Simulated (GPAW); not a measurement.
The system is CdO (Monteponite).

```
Cd O
1.0
     0.00000    2.34950    2.34950
     2.34950    0.00000    2.34950
     2.34950    2.34950    0.00000
Cd O
1 1
Direct
  0.00000 0.00000 0.00000
  0.50000 0.50000 0.50000
```

Program: GPAW 26.7.0. Alike in all runs: task band structure; cell as given; k mesh 8 × 8 × 8; cutoff (eV) 800; smearing fermi-dirac 0.05 eV.

**Question.** Order these runs on this cell by their pressure, lowest first.
A. level r4SCAN; potentials or basis GPAW PAW data sets (gpaw-data 1.2.1), pw; spin SOC, no magnetisation; band points 80; spin axis theta (degrees) 0; spin axis phi (degrees) 0
B. level LDA; potentials or basis JTH PAW 2.0, LDA, pw; spin off; band points 60; data set Cd jth, O jth
C. level RPBE; potentials or basis the program's PAW data sets (release 1.2.1) made for this functional, pw; spin SOC, no magnetisation; band points 60; spin axis theta (degrees) 90; spin axis phi (degrees) 0

**Answer.** B (-6.7 GPa), A (-0.4 GPa), C (10.0 GPa).

Caveats: spin-orbit coupling was added after a scalar SCF, so levels and gaps hold it while energy, forces, pressure and moments don't (some runs); the program truncates these outside data sets (some runs); the PAW data sets were made with another functional, which shifts forces and pressure a little (some runs).
